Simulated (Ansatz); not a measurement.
All numbers below come from DFT PBE, scalar-relativistic, plane waves, PAW in Ansatz 0.2.0. Settings: cutoff 420 eV, Γ-centred meshes spaced at most about 0.3 Å⁻¹, and about 0.25 Å⁻¹ or finer for metals (2π included), Gaussian smearing. No spin polarisation in the final relaxations.

All energies are static (0 K, no zero-point motion).

Compare these two cells of Si, each relaxed at this level.

A.

```yaml
crystal:
  lattice:
    - [1.76966, -1.79995, 0.00000]
    - [1.76966, 1.79995, 0.00000]
    - [0.00000, 0.00000, 5.04403]
  atoms:
    - { symbol: Si, position: [0.44525, 0.55475, 0.25000] }
    - { symbol: Si, position: [0.55475, 0.44525, 0.75000] }
```

B.

```yaml
crystal:
  lattice:
    - [2.90055, -2.35830, 0.00000]
    - [2.90055, 2.35830, 0.00000]
    - [-1.98268, 0.00000, 4.90098]
  atoms:
    - { symbol: Si, position: [0.99997, 0.99997, 0.22492] }
    - { symbol: Si, position: [0.00003, 0.00003, 0.77508] }
    - { symbol: Si, position: [0.36845, 0.36845, 0.66319] }
    - { symbol: Si, position: [0.63155, 0.63155, 0.33681] }
```

Question: Which is lower in energy, and by how much?

Answer: B is lower, by 50 meV/atom. A has space group Cmcm (No. 63), 16.1 Å³/atom and no gap on its mesh; B has space group C2/m (No. 12), 16.8 Å³/atom and no gap. Counting all near atoms (those within 1.25 times the shortest such distance or 1.15 times the sum of covalent radii; a plus sign parts nearer from farther groups; a slash parts the counts of unlike sites), A has Si 6 and B has Si 5+1/7. The lower one is the more open, so pressure narrows the difference. In A, Si has 6 Si at 2.52–2.55 Å. In B, Si on its first site is surrounded by 5 Si at 2.38–2.49 Å and 1 Si at 2.91 Å; Si on its second site has 4 Si at 2.42–2.49 Å, 1 Si at 2.70 Å and 2 Si at 2.94 Å. Both come from invented guesses. A third cell relaxed alike, in P6_222, lies 95 meV/atom below the lower of the two. The part of the Crystallography Open Database at hand lists Si in space groups No. 64, 74, 164, 191, 194 and others; no cell shown has one of them.

Cells relaxed within their symmetry can be saddle points.
